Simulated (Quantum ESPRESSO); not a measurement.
Ga:

```xyz
1
Lattice="-1.3844 1.3844 2.3112 1.3844 -1.3844 2.3112 1.3844 1.3844 -2.3112" Properties=species:S:1:pos:R:3 pbc="T T T"
Ga    0.0000    0.0000    0.0000
```

This isn't the form of Ga at room conditions, which is orthorhombic.

- Program: Quantum ESPRESSO 7.5
- Task: phonons and electron-phonon coupling
- Functional: PBEsol
- Potentials or basis: GBRV 1.5 PBEsol
- Cutoff: 762 eV
- Density cutoff: 6095 eV
- k mesh: 10 × 10 × 10
- Occupations: methfessel-paxton, width 0.272 eV
- Spin: no spin polarisation
- Mixing beta: 0.5
- Most SCF iterations: 120
- SCF threshold: 2e-10 Ry
- q mesh: 2 × 2 × 2

The cell and the atoms were relaxed first, to 17.79 Å³/atom (a = 2.930 Å, b = 2.930 Å, c = 2.930 Å, α = 119.97°, β = 119.97°, γ = 90.05°), and the response was taken there. The relaxed cell has space group Fm-3m (No. 225).

```
CELL_PARAMETERS angstrom
-1.46557 1.46557 2.07068
1.46557 -1.46557 2.07068
1.46557 1.46557 -2.07068
ATOMIC_POSITIONS crystal
Ga 0.00000 0.00000 0.00000
```

Is this structure dynamically stable at this level, and how far does the spectrum reach?

No: the interpolated spectrum has imaginary modes, down to 18i cm⁻¹ near q = (-0.14, 0.14, 0.14). The highest frequency is 168 cm⁻¹.

Phonon frequencies at the corners of the path (cm⁻¹, interpolated; i marks imaginary ones):
| point | frequencies |
| --- | --- |
| Γ | 0 0 0 |
| X | 84 84 159 |
| Y | 84 127 128 |
| S | 69 117 143 |
| Z | 84 84 160 |
| S1 | 69 117 143 |
| N | 33 33 168 |
| P | 86 128 128 |
| Y1 | 84 127 128 |

Phonon states per cell in windows of 10 cm⁻¹ (negative: imaginary):
| from (cm⁻¹) | total |
| --- | --- |
| -20 | 0.00 |
| -10 | 0.01 |
| 0 | 0.03 |
| 10 | 0.05 |
| 20 | 0.09 |
| 30 | 0.18 |
| 40 | 0.23 |
| 50 | 0.25 |
| 60 | 0.28 |
| 70 | 0.30 |
| 80 | 0.21 |
| 90 | 0.17 |
| 100 | 0.16 |
| 110 | 0.15 |
| 120 | 0.09 |
| 130 | 0.19 |
| 140 | 0.41 |
| 150 | 0.18 |
| 160 | 0.04 |

A q mesh this small can miss soft modes between its points.

Caveat: the k mesh is coarse; the mesh is thin for the phonons of a metal; some modes are imaginary; the cell relaxed to another space group than the one typed; the interpolated spectrum has imaginary branches, which spoil the λ, ω_log and α²F that the log prints; λ from interpolated matrix elements is rough: modes that symmetry makes equal can differ by tens of percent; the q mesh is small, so phonon branches between its points and thermal values are rough.
